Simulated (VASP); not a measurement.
Set up this calculation in VASP 6.6.1, as the native input.

```
Task                   : relaxation of cell and atoms
Functional             : PBE
Dispersion             : D3(BJ)
Potentials or basis    : VASP PAW PBE potentials, release 64 (Mg, H)
Cutoff                 : 600 eV
k mesh                 : 6 × 6 × 10
Occupations            : gaussian, width 0.03 eV
Spin                   : no spin polarisation
Further INCAR settings : ALGO = Normal; EDIFF = 1e-07; IBRION = 2; EDIFFG = -0.005; NSW = 90; ISIF = 3
```

The structure of MgH2 lies in POSCAR:

```
MgH2                                    
1.0
    4.4310594076      0.0000000000      0.0000000000
   -0.0000000000      4.4310594076      0.0000000000
    0.0000000000      0.0000000000      2.9815744352
  Mg              H             
     2     4
Direct
     0.0000000000000000    0.0000000000000000    0.0000000000000000
     0.5000000000000000    0.5000000000000000    0.5000000000000000
     0.3040281606736494    0.3040281606736494    0.0000000000000000
     0.1959718393263507    0.8040281606736494    0.5000000000000000
     0.6959718393263506    0.6959718393263506    0.0000000000000000
     0.8040281606736494    0.1959718393263507    0.5000000000000000
```

One way to write it, as run:

INCAR

```
SYSTEM = MgH2
ALGO = Normal ; EDIFF = 1E-7
EDIFFG = -0.005 ; ENCUT = 600
GGA = PE ; IBRION = 2
ISIF = 3 ; ISMEAR = 0
IVDW = 12 ; KPAR = 2
LASPH = .TRUE. ; LCHARG = .FALSE.
LREAL = .FALSE. ; LWAVE = .FALSE.
NELM = 80 ; NSW = 90
PREC = Accurate ; SIGMA = 0.03
```

KPOINTS

```
k-points
0
G
  6 6 10
  0 0 0
```

Potentials or basis: VASP PAW PBE potentials, release 64 (Mg, H).

Launch:

```console
$ cat potpaw_PBE.64/Mg/POTCAR potpaw_PBE.64/H/POTCAR > POTCAR
$ mpirun -np 2 vasp_std > vasp.out
```

Results of the run:

| Quantity | Value |
| --- | --- |
| Relaxed volume | 9.76 Å³/atom |
| Relaxed cell | a = 4.429 Å, b = 4.429 Å, c = 2.984 Å, α = 90.00°, β = 90.00°, γ = 90.00° |
| Space group after relaxing (to 0.05 Å) | P4_2/mnm (No. 136) |
| Energy gained by relaxing | 0.0 meV/atom |
| Ionic steps | 3 |
| Pressure after relaxing | 0.0 GPa |
| Band gap on the k mesh | 3.84 eV, indirect (least direct gap 4.69 eV) |
| Dispersion energy per atom | -0.141 eV |

Run time: 15 s on 2 MPI ranks on Intel(R) Xeon(R) Platinum 8488C (Sapphire Rapids) (shared host), peak memory 0.2 GiB a rank.
